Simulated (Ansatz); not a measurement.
# NbN: properties at the relaxed cell

Aim: for NbN, measure the bulk modulus from energies at several volumes.

Method: DFT PBEsol, scalar-relativistic, plane waves, PAW, in Ansatz 0.2.0.

1 further run of the same task is left out (set aside as unsound or not needed).

### Step 1. The starting structure

The structure is cubic, space group Fm-3m (No. 225). Conventional cell: a = 4.380 Å, b = 4.380 Å, c = 4.380 Å, α = 90.00°, β = 90.00°, γ = 90.00°. Nb (site symmetry m-3m) has 6 N at 2.19 Å as nearest neighbours. N (site symmetry m-3m) has 6 Nb at 2.19 Å as nearest neighbours.

As a file:

```
Nb N
1.0
     0.00000    2.19025    2.19025
     2.19025    0.00000    2.19025
     2.19025    2.19025    0.00000
Nb N
1 1
Direct
  0.50000 0.50000 0.50000
  0.00000 0.00000 0.00000
```

This cell was relaxed beforehand with the same method: volume 10.51 Å³/atom, gap on the mesh none (metal).

### Step 2. Volume × 0.97

Input file input.yaml:

```yaml
crystal:
  lattice:
    - [0.0, 2.18843898, 2.18843898]
    - [2.18843898, 0.0, 2.18843898]
    - [2.18843898, 2.18843898, 0.0]
  atoms:
    - { symbol: Nb, position: [0.5, 0.5, 0.5] }
    - { symbol: "N", position: [0.0, 0.0, 0.0] }
basis:
  ecutwfc: 420
kpoints:
  mp_grid: { grid: [16, 16, 16] }
hamiltonian:
  xc: pbe
scf:
  occupations: { method: gaussian, width: 0.1 }
output:
  forces: true
  stress: true
  eigenvalues: true
```

On the command line:

```bash
ansatz run input.yaml --threads 1 --pin off --max-ram 2560MiB --backend cpu --events-out ev --progress --plain --runs-dir out
```

### Step 3. The cell scaled to 1.03 of its volume

Changes to input.yaml since step 2:

```diff
@@ -2,5 +2,5 @@
   lattice:
-    - [0.0, 2.18843898, 2.18843898]
-    - [2.18843898, 0.0, 2.18843898]
-    - [2.18843898, 2.18843898, 0.0]
+    - [0.0, 2.2326617831, 2.2326617831]
+    - [2.2326617831, 0.0, 2.2326617831]
+    - [2.2326617831, 2.2326617831, 0.0]
   atoms:
```

### Step 4. The cell scaled to 0.94 of its volume

Changes to input.yaml since step 3:

```diff
@@ -2,5 +2,5 @@
   lattice:
-    - [0.0, 2.2326617831, 2.2326617831]
-    - [2.2326617831, 0.0, 2.2326617831]
-    - [2.2326617831, 2.2326617831, 0.0]
+    - [0.0, 2.1656410827, 2.1656410827]
+    - [2.1656410827, 0.0, 2.1656410827]
+    - [2.1656410827, 2.1656410827, 0.0]
   atoms:
```

### Step 5. Point at V/V0 = 1.06

Changes to input.yaml since step 4:

```diff
@@ -2,5 +2,5 @@
   lattice:
-    - [0.0, 2.1656410827, 2.1656410827]
-    - [2.1656410827, 0.0, 2.1656410827]
-    - [2.1656410827, 2.1656410827, 0.0]
+    - [0.0, 2.2541310019, 2.2541310019]
+    - [2.2541310019, 0.0, 2.2541310019]
+    - [2.2541310019, 2.2541310019, 0.0]
   atoms:
```

### Step 6. Point at V/V0 = 0.91

Changes to input.yaml since step 5:

```diff
@@ -2,5 +2,5 @@
   lattice:
-    - [0.0, 2.2541310019, 2.2541310019]
-    - [2.2541310019, 0.0, 2.2541310019]
-    - [2.2541310019, 2.2541310019, 0.0]
+    - [0.0, 2.1423528145, 2.1423528145]
+    - [2.1423528145, 0.0, 2.1423528145]
+    - [2.1423528145, 2.1423528145, 0.0]
   atoms:
@@ -20 +20,5 @@
   eigenvalues: true
+  write_density: true
+  write_potential: true
+  elf: true
+  volumetric_format: npy
```

### Step 7. The cell scaled to 1.10 of its volume

Input file input.yaml:

```yaml
crystal:
  lattice:
    - [0.0, 2.2821354927, 2.2821354927]
    - [2.2821354927, 0.0, 2.2821354927]
    - [2.2821354927, 2.2821354927, 0.0]
  atoms:
    - { symbol: Nb, position: [0.5, 0.5, 0.5] }
    - { symbol: "N", position: [0.0, 0.0, 0.0] }
basis:
  ecutwfc: 420
kpoints:
  mp_grid: { grid: [16, 16, 16] }
hamiltonian:
  xc: pbe
scf:
  occupations: { method: gaussian, width: 0.1 }
output:
  forces: true
  stress: true
  eigenvalues: true
```

### Step 8. Point at V/V0 = 0.88

Changes to input.yaml since step 7:

```diff
@@ -2,5 +2,5 @@
   lattice:
-    - [0.0, 2.2821354927, 2.2821354927]
-    - [2.2821354927, 0.0, 2.2821354927]
-    - [2.2821354927, 2.2821354927, 0.0]
+    - [0.0, 2.118546924, 2.118546924]
+    - [2.118546924, 0.0, 2.118546924]
+    - [2.118546924, 2.118546924, 0.0]
   atoms:
```

(Steps that only read results are left out.)

Before running it: what results should come out? Wanted: equilibrium volume of the fit; bulk modulus.

The runs gave:

| quantity | value |
| --- | --- |
| equilibrium volume of the fit | 10.80 Å³/atom |
| bulk modulus | 307 GPa |
| its pressure derivative | 4.4 |

What this shows: The fit puts the minimum at 10.80 Å³/atom with B = 307 GPa and B' = 4.4.
